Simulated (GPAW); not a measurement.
TaN:

```
CELL_PARAMETERS angstrom
0.00000 2.49114 2.49114
2.49114 0.00000 2.49114
2.49114 2.49114 0.00000
ATOMIC_POSITIONS crystal
Ta 0.00000 0.00000 0.00000
N 0.25000 0.25000 0.25000
```

The cell comes from a database or a generator and needn't be the stable form of this composition.

Program: GPAW 26.7.0. Alike in all runs: task single point; level PBEh(alpha); potentials or basis GPAW PAW data sets (gpaw-data 1.2.1), pw; no spin polarisation; cell as given; k mesh 3 × 3 × 3; cutoff (eV) 600; smearing fermi-dirac 0.05 eV; the mesh is coarse, so values aren't converged.

Q: Order these runs on this cell by their band gap on the k mesh, lowest first.
A. exact-exchange share 0.5
B. exact-exchange share 0.2
C. exact-exchange share 0.35

A: B (metal), C (0.96 eV), A (1.76 eV).

Caveats: all runs use coarse meshes; exact exchange converges slowly with the k mesh, and this mesh is small; spin-orbit coupling is left out, which moves the levels of the heavy elements (some runs); an odd mesh through Γ misses points on the zone boundary, where band edges often lie (some runs).
